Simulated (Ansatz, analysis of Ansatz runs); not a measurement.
# Migration in LaOF (R-3m): V_O hop (2.9 Å), charge +2, part 3 of 4

How high is the barrier when O changes place in LaOF (R-3m)? The case: V_O hop (2.9 Å), charge +2, in a cell of 36 host atoms with 1 O taken out.

Ansatz 0.2.0; plane-wave PAW DFT, PBEsol; nudged elastic band between two relaxed defect structures at fixed charge in a uniform background.

So far: Set-up; Relaxation of the start point, charge +2; Relaxation of the end point, charge +2.

### 4. Nudged elastic band, charge +2

5 movable images are laid between the ends on a pair-potential path, which keeps atoms from colliding in the first guess. Each image feels the true force across the path and a spring force along it. The highest image is set to climb to the top of the path.

This step: plane-wave PAW DFT, PBEsol; nudged elastic band between two relaxed defect structures at fixed charge in a uniform background.

qp2.neb/input.yaml

```yaml
crystal:
  lattice:
    - [-4.01323028, 6.95111876, 0.0]
    - [-12.03969085, 0.0, 0.0]
    - [-2.00661514, 1.15851979, 6.68937331]
  atoms:
    - { symbol: La, position: [0.1338584, 0.08237642, 0.22387393] }
    - { symbol: La, position: [0.36918329, 0.24652618, 0.77993077] }
    - { symbol: O, position: [0.19579679, 0.11954858, 0.87005929] }
    - { symbol: O, position: [0.31028761, 0.20954473, 0.13133323] }
    - { symbol: F, position: [0.06778631, 0.03967579, 0.61213469] }
    - { symbol: F, position: [0.42061224, 0.29790263, 0.40598737] }
    - { symbol: La, position: [0.131908, 0.41623574, 0.22083718] }
    - { symbol: La, position: [0.34699562, 0.59361741, 0.76849338] }
    - { symbol: O, position: [0.18694342, 0.46209627, 0.86797339] }
    - { symbol: O, position: [0.34194199, 0.53419012, 0.11178743] }
    - { symbol: F, position: [0.02518378, 0.3842859, 0.64061057] }
    - { symbol: F, position: [0.43179652, 0.62537107, 0.39138039] }
    - { symbol: La, position: [0.13125579, 0.75384684, 0.2167711] }
    - { symbol: La, position: [0.37763454, 0.9115063, 0.77172878] }
    - { symbol: O, position: [0.18552543, 0.79329165, 0.86598327] }
    - { symbol: O, position: [0.31385414, 0.87369243, 0.12653775] }
    - { symbol: F, position: [0.06073065, 0.71258489, 0.60670268] }
    - { symbol: F, position: [0.4391977, 0.95172511, 0.38639901] }
    - { symbol: La, position: [0.62990493, 0.08432168, 0.22572855] }
    - { symbol: La, position: [0.89074304, 0.22800979, 0.76984493] }
    - { symbol: O, position: [0.68874391, 0.12438611, 0.86824237] }
    - { symbol: O, position: [0.79783458, 0.22862543, 0.1151157] }
    - { symbol: F, position: [0.56271946, 0.04445663, 0.60958628] }
    - { symbol: F, position: [0.94203362, 0.28663217, 0.3922744] }
    - { symbol: La, position: [0.624007, 0.41436187, 0.26641249] }
    - { symbol: La, position: [0.8821264, 0.58972237, 0.76500413] }
    - { symbol: O, position: [0.80257933, 0.53444393, 0.11208612] }
    - { symbol: F, position: [0.57927519, 0.3845708, 0.63829263] }
    - { symbol: F, position: [0.94619294, 0.61881919, 0.37328955] }
    - { symbol: La, position: [0.63056238, 0.75028553, 0.22151165] }
    - { symbol: La, position: [0.86436835, 0.91873806, 0.77299821] }
    - { symbol: O, position: [0.69359093, 0.79003328, 0.86926121] }
    - { symbol: O, position: [0.80873815, 0.87688449, 0.12937866] }
    - { symbol: F, position: [0.57948579, 0.68690641, 0.62933751] }
    - { symbol: F, position: [0.93628038, 0.96106093, 0.3788594] }
total_charge: 2
basis:
  ecutwfc: 420
  xc_grid: 2
hamiltonian:
  xc: pbesol
kpoints:
  mp_grid: { grid: [1, 1, 1] }
scf:
  occupations: { method: fixed }
  max_iter: 60
output:
  forces: true
neb:
  images: 5
  f_tol: 0.03
  climbing: true
  initial_path: idpp
  max_iterations: 45
  order_check: false
  final_atoms:
    - { symbol: La, position: [0.13846455, 0.07951234, 0.22454819] }
    - { symbol: La, position: [0.37233186, 0.24797378, 0.77601155] }
[... 3 atom lines left out ...]
    - { symbol: F, position: [0.42308936, 0.31126357, 0.36918619] }
[... 1 atom line left out ...]
    - { symbol: La, position: [0.37879698, 0.58391126, 0.73112113] }
    - { symbol: O, position: [0.20051396, 0.46376332, 0.88529345] }
    - { symbol: O, position: [0.66133561, 0.46390554, -0.1144109] }
[... 1 atom line left out ...]
    - { symbol: F, position: [0.42350925, 0.61344088, 0.35935071] }
    - { symbol: La, position: [0.1119966, 0.77035051, 0.22773412] }
[... 1 atom line left out ...]
    - { symbol: O, position: [0.2052444, 0.76949983, 0.88246707] }
[... 6 atom lines left out ...]
    - { symbol: O, position: [0.81717165, 0.20500896, 0.13129556] }
[... 2 atom lines left out ...]
    - { symbol: La, position: [0.65582459, 0.40455258, 0.22899958] }
[... 1 atom line left out ...]
    - { symbol: O, position: [0.81578693, 0.53612126, 0.12950723] }
    - { symbol: F, position: [0.57130147, 0.37269695, 0.6063078] }
[... 5 atom lines left out ...]
    - { symbol: F, position: [0.58211588, 0.70035318, 0.59158835] }
    - { symbol: F, position: [0.93503924, 0.95863461, 0.38570312] }
```

Started as:

```bash
ansatz run input.yaml --threads 4 --pin off --max-ram 7536MiB --backend cpu --events-out ev --progress --plain --runs-dir out
```

Numbers of over 12 decimals in the logs are rounded to 6 here.

The program printed:

```text
[...]
Warning: neb: disabling space-group detection — the band's intermediate images generally break the endpoint symmetry, so no spatial operation reduces the k-mesh or symmetrises the density, except that a semilocal band can use its path's symmetry ahead of [...]
[...]
parallel-image band execution: 4 concurrent image workers
NEB image 0
Crystal: 35 atoms, lattice volume = 559.829 Å³
Basis set: ecut = 420 eV, 10937 PW (Γ), exchange–correlation on 108×162×96 points (8 copies of the dense FFT grid, shifted against one another)
Bands: 175, of which v1, the nominal top of the filled ones, is band 140 counted from 1 (139 counted from 0)
Symmetry: 1 space group operations
k-points: 1
[...]
SCF iter   1: F=—  HF=-89804.051604 eV  |F-HF|=—  |Δ(HF+E_count)|=         —  Δρ=7.77e-3  dr2=5.03e-1  ethr=1.77e-3  ⟨swp⟩=6.0  Hψ=622  notcnv=0  defer=33
[...]
SCF iter  11: F=-89803.960641 eV  HF=-89803.960641 eV  |F-HF|=1.83e-8  |Δ(HF+E_count)|=   2.12e-8  Δρ=1.74e-6  dr2=1.81e-8  ethr=3.57e-11  ⟨swp⟩=2.0  Hψ=591  notcnv=0
SCF 1 converged in 11 iterations: F = -89803.960641 eV  dr2 = 1.81e-8
[...]
NSCF: frozen V_eff on 1 k-points
NEB image 6
SCF iter   1: F=—  HF=-89804.052154 eV  |F-HF|=—  |Δ(HF+E_count)|=         —  Δρ=7.77e-3  dr2=5.03e-1  ethr=1.77e-3  ⟨swp⟩=6.0  Hψ=622  notcnv=0  defer=33
[...]
SCF iter  11: F=-89803.960926 eV  HF=-89803.960926 eV  |F-HF|=1.88e-8  |Δ(HF+E_count)|=   1.71e-8  Δρ=1.74e-6  dr2=1.82e-8  ethr=3.57e-11  ⟨swp⟩=2.0  Hψ=591  notcnv=0
SCF 2 converged in 11 iterations: F = -89803.960926 eV  dr2 = 1.82e-8
[...]
NEB end point (image 0): max|allowed force component| = 1.441e-2 eV/Å (the criterion of neb.relax_end_points is 1.000e-2)
NEB end point (image 6): max|allowed force component| = 8.927e-3 eV/Å (the criterion of neb.relax_end_points is 1.000e-2)
NEB image 1
SCF iter   1: F=—  HF=-89803.757083 eV  |F-HF|=—  |Δ(HF+E_count)|=         —  Δρ=7.76e-3  dr2=4.55e-1  ethr=1.77e-3  ⟨swp⟩=6.0  Hψ=622  notcnv=0  defer=33
[...]
SCF iter  11: F=-89803.678336 eV  HF=-89803.678336 eV  |F-HF|=1.03e-8  |Δ(HF+E_count)|=   3.26e-8  Δρ=1.79e-6  dr2=1.82e-8  ethr=3.57e-11  ⟨swp⟩=3.0  Hψ=597  notcnv=0
SCF 3 converged in 11 iterations: F = -89803.678336 eV  dr2 = 1.82e-8
NEB image 2
SCF iter   1: F=—  HF=-89803.339322 eV  |F-HF|=—  |Δ(HF+E_count)|=         —  Δρ=7.77e-3  dr2=4.19e-1  ethr=1.77e-3  ⟨swp⟩=6.0  Hψ=624  notcnv=0  defer=33
[...]
SCF iter  11: F=-89803.268581 eV  HF=-89803.268582 eV  |F-HF|=6.64e-9  |Δ(HF+E_count)|=   1.73e-8  Δρ=2.65e-6  dr2=3.26e-8  ethr=3.57e-11  ⟨swp⟩=3.0  Hψ=684  notcnv=0
SCF 4 converged in 11 iterations: F = -89803.268581 eV  dr2 = 3.26e-8
NEB image 3
SCF iter   1: F=—  HF=-89803.199044 eV  |F-HF|=—  |Δ(HF+E_count)|=         —  Δρ=7.70e-3  dr2=4.02e-1  ethr=1.77e-3  ⟨swp⟩=5.0  Hψ=623  notcnv=0  defer=32
[...]
SCF iter  11: F=-89803.129595 eV  HF=-89803.129595 eV  |F-HF|=2.66e-9  |Δ(HF+E_count)|=   2.43e-8  Δρ=2.27e-6  dr2=2.45e-8  ethr=3.57e-11  ⟨swp⟩=4.0  Hψ=587  notcnv=0
SCF 5 converged in 11 iterations: F = -89803.129595 eV  dr2 = 2.45e-8
NEB image 4
SCF iter   1: F=—  HF=-89803.385296 eV  |F-HF|=—  |Δ(HF+E_count)|=         —  Δρ=7.67e-3  dr2=4.11e-1  ethr=1.77e-3  ⟨swp⟩=5.0  Hψ=622  notcnv=0  defer=32
[...]
SCF iter  11: F=-89803.314532 eV  HF=-89803.314532 eV  |F-HF|=9.49e-9  |Δ(HF+E_count)|=  2.91e-10  Δρ=2.82e-6  dr2=3.57e-8  ethr=3.57e-11  ⟨swp⟩=4.0  Hψ=587  notcnv=0
SCF 6 converged in 11 iterations: F = -89803.314532 eV  dr2 = 3.57e-8
NEB image 5
SCF iter   1: F=—  HF=-89803.775696 eV  |F-HF|=—  |Δ(HF+E_count)|=         —  Δρ=7.72e-3  dr2=4.48e-1  ethr=1.77e-3  ⟨swp⟩=6.0  Hψ=623  notcnv=0  defer=33
[...]
SCF iter  11: F=-89803.698662 eV  HF=-89803.698662 eV  |F-HF|=1.33e-8  |Δ(HF+E_count)|=   3.91e-8  Δρ=1.67e-6  dr2=1.68e-8  ethr=3.57e-11  ⟨swp⟩=3.0  Hψ=597  notcnv=0
SCF 7 converged in 11 iterations: F = -89803.698662 eV  dr2 = 1.68e-8
NEB iter   1: max|band force component| = 9.383e-1 eV/Å  barrier→ = 0.8310 eV  barrier← = 0.8313 eV  Δτ_max = 0.1966 Å  (77 SCF iters)
NEB image 1
[...]
SCF iter  11: F=-89803.413557 eV  HF=-89803.413557 eV  |F-HF|=3.57e-8  |Δ(HF+E_count)|=   6.40e-8  Δρ=3.80e-6  dr2=6.83e-8  ethr=3.57e-11  ⟨swp⟩=5.0  Hψ=588  notcnv=0
SCF 8 converged in 11 iterations: F = -89803.413557 eV  dr2 = 6.83e-8
NEB image 2
[...]
SCF iter  11: F=-89803.066203 eV  HF=-89803.066203 eV  |F-HF|=5.03e-9  |Δ(HF+E_count)|=   6.32e-9  Δρ=2.93e-6  dr2=5.26e-8  ethr=3.57e-11  ⟨swp⟩=3.0  Hψ=718  notcnv=0
SCF 9 converged in 11 iterations: F = -89803.066203 eV  dr2 = 5.26e-8
NEB image 3
[...]
SCF iter  11: F=-89802.914339 eV  HF=-89802.914339 eV  |F-HF|=7.00e-9  |Δ(HF+E_count)|=   2.98e-8  Δρ=3.09e-6  dr2=5.54e-8  ethr=3.57e-11  ⟨swp⟩=3.0  Hψ=593  notcnv=0
SCF 10 converged in 11 iterations: F = -89802.914339 eV  dr2 = 5.54e-8
NEB image 4
[...]
SCF iter  11: F=-89803.087530 eV  HF=-89803.087530 eV  |F-HF|=3.78e-9  |Δ(HF+E_count)|=   1.35e-8  Δρ=3.05e-6  dr2=5.59e-8  ethr=3.57e-11  ⟨swp⟩=3.0  Hψ=716  notcnv=0
SCF 11 converged in 11 iterations: F = -89803.087530 eV  dr2 = 5.59e-8
NEB image 5
[...]
SCF iter  12: F=-89803.449078 eV  HF=-89803.449078 eV  |F-HF|=1.18e-9  |Δ(HF+E_count)|=   4.70e-9  Δρ=1.08e-6  dr2=6.22e-9  ethr=3.57e-11  ⟨swp⟩=4.0  Hψ=468  notcnv=0
SCF 12 converged in 12 iterations: F = -89803.449078 eV  dr2 = 6.22e-9
NEB iter   2: max|band force component| = 1.528e0 eV/Å  barrier→ = 1.0463 eV  barrier← = 1.0466 eV  Δτ_max = 0.1009 Å  (56 SCF iters)
NEB image 1
[...]
SCF iter  10: F=-89803.813417 eV  HF=-89803.813417 eV  |F-HF|=2.68e-8  |Δ(HF+E_count)|=   2.74e-7  Δρ=4.16e-6  dr2=9.31e-8  ethr=3.57e-11  ⟨swp⟩=5.0  Hψ=601  notcnv=0
SCF 13 converged in 10 iterations: F = -89803.813417 eV  dr2 = 9.31e-8
NEB image 2
[...]
SCF iter  10: F=-89803.514770 eV  HF=-89803.514770 eV  |F-HF|=1.63e-8  |Δ(HF+E_count)|=   2.29e-7  Δρ=3.65e-6  dr2=7.63e-8  ethr=3.57e-11  ⟨swp⟩=4.0  Hψ=599  notcnv=0
SCF 14 converged in 10 iterations: F = -89803.514770 eV  dr2 = 7.63e-8
NEB image 3
[...]
SCF iter  10: F=-89803.387074 eV  HF=-89803.387074 eV  |F-HF|=2.47e-8  |Δ(HF+E_count)|=   2.26e-7  Δρ=3.83e-6  dr2=8.52e-8  ethr=3.57e-11  ⟨swp⟩=4.0  Hψ=598  notcnv=0
SCF 15 converged in 10 iterations: F = -89803.387074 eV  dr2 = 8.52e-8
NEB image 4
[...]
SCF iter  10: F=-89803.540158 eV  HF=-89803.540158 eV  |F-HF|=9.04e-9  |Δ(HF+E_count)|=   2.26e-7  Δρ=3.25e-6  dr2=6.33e-8  ethr=3.57e-11  ⟨swp⟩=4.0  Hψ=597  notcnv=0
SCF 16 converged in 10 iterations: F = -89803.540158 eV  dr2 = 6.33e-8
NEB image 5
[...]
SCF iter  10: F=-89803.823484 eV  HF=-89803.823484 eV  |F-HF|=1.43e-8  |Δ(HF+E_count)|=   2.47e-7  Δρ=3.39e-6  dr2=6.54e-8  ethr=3.57e-11  ⟨swp⟩=4.0  Hψ=599  notcnv=0
SCF 17 converged in 10 iterations: F = -89803.823484 eV  dr2 = 6.54e-8
NEB iter   3: max|band force component| = 2.059e-1 eV/Å  barrier→ = 0.5736 eV  barrier← = 0.5739 eV  CI = image 3  Δτ_max = 0.0462 Å  (50 SCF iters)
[...]
NEB iter   4: max|band force component| = 1.448e-1 eV/Å  barrier→ = 0.5659 eV  barrier← = 0.5661 eV  CI = image 3  Δτ_max = 0.0319 Å  (40 SCF iters)
[...]
NEB iter   5: max|band force component| = 6.670e-2 eV/Å  barrier→ = 0.5603 eV  barrier← = 0.5606 eV  CI = image 3  Δτ_max = 0.0234 Å  (37 SCF iters)
[...]
NEB iter   6: max|band force component| = 3.536e-2 eV/Å  barrier→ = 0.5597 eV  barrier← = 0.5600 eV  CI = image 3  Δτ_max = 0.0125 Å  (35 SCF iters)
NEB image 1
[...]
SCF iter   7: F=-89803.815966 eV  HF=-89803.815966 eV  |F-HF|=4.63e-9  |Δ(HF+E_count)|=   1.16e-8  Δρ=1.42e-6  dr2=1.04e-8  ethr=3.57e-11  ⟨swp⟩=4.0  Hψ=479  notcnv=0
SCF 33 converged in 7 iterations: F = -89803.815966 eV  dr2 = 1.04e-8
NEB image 2
[...]
SCF iter   7: F=-89803.532772 eV  HF=-89803.532772 eV  |F-HF|=5.09e-9  |Δ(HF+E_count)|=   6.80e-9  Δρ=1.45e-6  dr2=1.23e-8  ethr=3.57e-11  ⟨swp⟩=3.0  Hψ=593  notcnv=0
SCF 34 converged in 7 iterations: F = -89803.532772 eV  dr2 = 1.23e-8
NEB image 3
[...]
SCF iter   7: F=-89803.401391 eV  HF=-89803.401391 eV  |F-HF|=3.71e-9  |Δ(HF+E_count)|=   1.44e-9  Δρ=9.17e-7  dr2=4.98e-9  ethr=3.57e-11  ⟨swp⟩=4.0  Hψ=524  notcnv=0
SCF 35 converged in 7 iterations: F = -89803.401391 eV  dr2 = 4.98e-9
NEB image 4
[...]
SCF iter   6: F=-89803.534366 eV  HF=-89803.534366 eV  |F-HF|=2.34e-8  |Δ(HF+E_count)|=   2.40e-8  Δρ=3.72e-6  dr2=5.90e-8  ethr=3.57e-11  ⟨swp⟩=4.0  Hψ=586  notcnv=0
SCF 36 converged in 6 iterations: F = -89803.534366 eV  dr2 = 5.90e-8
NEB image 5
[...]
SCF iter   6: F=-89803.814426 eV  HF=-89803.814426 eV  |F-HF|=6.11e-9  |Δ(HF+E_count)|=   1.63e-9  Δρ=2.32e-6  dr2=2.70e-8  ethr=3.57e-11  ⟨swp⟩=4.0  Hψ=587  notcnv=0
SCF 37 converged in 6 iterations: F = -89803.814426 eV  dr2 = 2.70e-8
NEB image 1
[...]
NEB image 2
[...]
NEB image 4
[...]
NEB image 5
[...]
NEB image 3
[...]
the band table was solved once a step of the walk had ended and its energy, with any forces and stress, was formed, with the checks that follow a solve (1031 applications of the Hamiltonian). They found nothing against the state; [...]
NEB iter   7: max|band force component| = 2.561e-2 eV/Å  barrier→ = 0.5592 eV  barrier← = 0.5595 eV  CI = image 3  Δτ_max = 0.0000 Å  (33 SCF iters)
SCF converged after 7 iterations
Free energy (F): -89803.401391 eV
[...]
Internal energy: -89803.401391 eV  (E = F + TS)
E sigma→0 (E₀):  -89803.401391 eV
Fermi energy:    8.259601 eV
[...]
--- Forces (eV/Å), atoms counted from 1 ---
  atom   1  La    -0.00283783     0.00088223    -0.00006231
  atom   2  La     0.00468790     0.00446414    -0.00281489
  [... 5 atoms left out ...]
  atom   8  La    -0.02297718    -0.00380407     0.00845966
  atom   9  O      0.00642892    -0.00620853     0.00185633
  atom  10  O      0.02081437    -0.01021187    -0.01755136
  [... 1 atom left out ...]
  atom  12  F      0.00244608    -0.00032133    -0.00498059
  [... 2 atoms left out ...]
  atom  15  O      0.00763115     0.01073583     0.00517092
  [... 6 atoms left out ...]
  atom  22  O      0.00081568     0.00147488    -0.00167105
  [... 2 atoms left out ...]
  atom  25  La    -0.01151476     0.01681429     0.02034964
  [... 1 atom left out ...]
  atom  27  O      0.00051652    -0.00580180    -0.00140491
  atom  28  F      0.00642447     0.00259949    -0.00509894
  [... 5 atoms left out ...]
  atom  34  F      0.00228056     0.00370820     0.00389810
  [... 1 atom left out ...]
  max |Σ_I F_I| component: 2.96e-5 eV/Å
--- Band table (eV) ---
[...]
this run last wrote the band of iteration 7 to <dir>
--- NEB band (7 images, 7 band iterations, 328 SCF iterations) ---
  forward barrier  = 0.559250 eV
  backward barrier = 0.559535 eV
  climbing image's point = of an order that was not read
  energies are F+E_penalty+E_count in eV, relative to image 0
  image     s (Å)  Δ vs image 0  max|band force component| (eV/Å)
      0    0.0000      0.000000                                 —
      1    0.4613      0.144674                          1.762e-2
      2    0.9226      0.427869                          2.561e-2
  *   3    1.3839      0.559250                          2.301e-2
      4    1.8528      0.426275                          1.749e-2
      5    2.3216      0.146215                          1.162e-2
      6    2.7904     -0.000285                                 —
  climbing-image geometry (image 3):
  cell:  # Å, volume = 559.8291 Å³
    - [-4.01323028, 6.95111876, 0.0]
    - [-12.03969085, 0.0, 0.0]
    - [-2.00661514, 1.15851979, 6.68937331]
  atoms:
    - { symbol: La, position: [0.138936, 0.079268, 0.224351] }
    - { symbol: La, position: [0.369295, 0.248751, 0.776639] }
    - { symbol: O, position: [0.196485, 0.120057, 0.867074] }
    - { symbol: O, position: [0.313063, 0.207540, 0.127388] }
    - { symbol: F, position: [0.062311, 0.041787, 0.616004] }
    - { symbol: F, position: [0.416145, 0.306997, 0.395705] }
    - { symbol: La, position: [0.128532, 0.409473, 0.223740] }
    - { symbol: La, position: [0.354729, 0.593896, 0.740916] }
    - { symbol: O, position: [0.185531, 0.463561, 0.873868] }
    - { symbol: O, position: [0.501020, 0.504111, -0.000592] }
    - { symbol: F, position: [0.022350, 0.385935, 0.642501] }
    - { symbol: F, position: [0.425882, 0.618375, 0.372299] }
    - { symbol: La, position: [0.123365, 0.764590, 0.216228] }
    - { symbol: La, position: [0.374473, 0.913258, 0.770534] }
    - { symbol: O, position: [0.183991, 0.791206, 0.869062] }
    - { symbol: O, position: [0.315617, 0.873112, 0.127367] }
    - { symbol: F, position: [0.045670, 0.715991, 0.604012] }
    - { symbol: F, position: [0.440144, 0.951395, 0.389161] }
    - { symbol: La, position: [0.629256, 0.084010, 0.226339] }
    - { symbol: La, position: [0.881704, 0.232061, 0.779605] }
    - { symbol: O, position: [0.687396, 0.124626, 0.869520] }
    - { symbol: O, position: [0.817219, 0.208270, 0.126703] }
    - { symbol: F, position: [0.562516, 0.046767, 0.607439] }
    - { symbol: F, position: [0.956440, 0.281488, 0.393477] }
    - { symbol: La, position: [0.646861, 0.404489, 0.256990] }
    - { symbol: La, position: [0.872671, 0.588082, 0.775950] }
    - { symbol: O, position: [0.818009, 0.534140, 0.125447] }
    - { symbol: F, position: [0.577719, 0.380397, 0.627566] }
    - { symbol: F, position: [0.980563, 0.611891, 0.355011] }
    - { symbol: La, position: [0.633859, 0.749175, 0.221580] }
    - { symbol: La, position: [0.864042, 0.918303, 0.772387] }
    - { symbol: O, position: [0.689937, 0.790010, 0.870470] }
    - { symbol: O, position: [0.806914, 0.877519, 0.130153] }
    - { symbol: F, position: [0.585854, 0.692264, 0.602127] }
    - { symbol: F, position: [0.941165, 0.955803, 0.380101] }
```

Wall time 3 min (4 threads of Arm Neoverse V1, shared host); peak memory 1.9 GiB; 7.7 min of CPU time.

Images along the path:

```csv
image,path (Å),energy (eV),"O10: x, y, z (Å)"
0,0.000,0.0000,"-8.028, 2.506, 0.748"
1,0.461,0.1447,"-8.022, 2.796, 0.525"
2,0.923,0.4279,"-8.035, 3.136, 0.266"
3,1.384,0.5592,"-8.079, 3.482, -0.004"
4,1.853,0.4263,"-8.106, 3.834, -0.279"
5,2.322,0.1462,"-8.072, 4.175, -0.541"
6,2.790,-0.0003,"-8.010, 4.464, -0.765"
```

Numbers from this step:

```
free energy      : -89803.4014 eV
barrier forward  : 0.5592 eV
barrier backward : 0.5595 eV
end less start   : -2.85e-4 eV
hop length       : 2.475 Å
```

Track of the atom that was set to move:

```csv
image,x (Å),y (Å),z (Å),nearest neighbour,distance (Å)
0,-8.028,2.506,0.748,La,2.325
1,-8.022,2.796,0.525,La,2.253
2,-8.035,3.136,0.266,La,2.191
3,-8.079,3.482,-0.004,La,2.168
4,-8.106,3.834,-0.279,La,2.191
5,-8.072,4.175,-0.541,La,2.252
6,-8.01,4.464,-0.765,La,2.326
```

The band met its tolerance of 0.03 eV/Å after 7 iterations, with image 3 on top (the start counts as 0). O10, which moves farthest between the ends, has 4 La at 2.33 to 2.55 Å nearest at the start and 2 La at 2.17 Å at the top.

[end of part 3 of 4]

[Logs are printed without paths, hosts, clocks, repeated set-up lines and the standing remarks that a program may print on its own settings, such as how far it seeks lower states.]

[Hosts, paths, dates, database ids (printed as entryN), source tags and the programs' standing remarks are cut or masked in the printed files.]
